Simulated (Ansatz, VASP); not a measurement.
# Zn: VASP and Ansatz over several settings

```xyz
1
Lattice="-1.5690 1.5690 1.5690 1.5690 -1.5690 1.5690 1.5690 1.5690 -1.5690" Properties=species:S:1:pos:R:3 pbc="T T T"
Zn    0.0000    0.0000    0.0000
```

This isn't the form of Zn at room conditions, which is hcp.

Single points on this cell with VASP 6.6.1 and Ansatz 0.2.0. Each row is one pair of runs. Alike in all rows: spin: off.

| level | k mesh | smearing | VASP's potentials, cutoff | Ansatz's potentials, cutoff | gap on the k mesh at the Fermi level (eV), VASP | gap on the k mesh at the Fermi level (eV), Ansatz | pressure (GPa), VASP | pressure (GPa), Ansatz |
| --- | --- | --- | --- | --- | --- | --- | --- | --- |
| PBE | 12 × 12 × 12 | gaussian, width 0.027 eV | VASP PAW PBE potentials, release 64 (Zn), 520 eV | Ansatz PAW, 420 eV | none | none | 0.1 | -0.2 |
| PBE | 12 × 12 × 12 | gaussian, width 0.028 eV | VASP PAW PBE potentials, release 64 (Zn), 520 eV | Ansatz PAW, 420 eV | none | none | 0.1 | -0.2 |
| LDA | 12 × 12 × 12 | fermi-dirac, width 0.05 eV | VASP PAW LDA potentials, release 64 (Zn), 520 eV | Ansatz PAW, 420 eV | none | none | -7.9 | -8.3 |
| r2SCAN | 12 × 12 × 12 | fermi-dirac, width 0.05 eV | VASP PAW PBE potentials, release 64 (Zn), 520 eV | Ansatz PAW, 500 eV | none | none | -4.7 | -5.1 |
| PBEsol | 12 × 12 × 12 | gaussian, width 0.05 eV | VASP PAW PBE potentials, release 64 (Zn), 520 eV | Ansatz PAW, 420 eV | none | ? | -4.8 | ? |
| LDA | 12 × 12 × 12 | gaussian, width 0.02 eV | VASP PAW LDA potentials, release 64 (Zn), 520 eV | Ansatz PAW, 420 eV | none | none | -7.9 | -8.3 |
| PBEsol+D3(BJ) | 12 × 12 × 12 | methfessel-paxton of order 1, width 0.2 eV | VASP PAW PBE potentials, release 64 (Zn), 520 eV | Ansatz PAW, 420 eV | none | none | -8.6 | -9.0 |
| PBEsol | 10 × 10 × 10 | fermi-dirac, width 0.05 eV | VASP PAW PBE potentials, release 64 (Zn), 520 eV | Ansatz PAW, 420 eV | none | none | -4.8 | -5.2 |

Problem. Fill in what Ansatz gave in row 5.

Solution. gap on the k mesh at the Fermi level (eV): none; pressure (GPa): -5.1.

A gap of «none» marks a metal or a gap that the smearing closes.

Caveats: pairwise dispersion overbinds metals, which lowers pressure and volume (some rows); the PAW data sets were made with another functional, which shifts forces and pressure a little (VASP); the PAW data sets come from PBE, with cores solved anew for the run's functional, which leaves a small shift of forces and pressure (Ansatz).
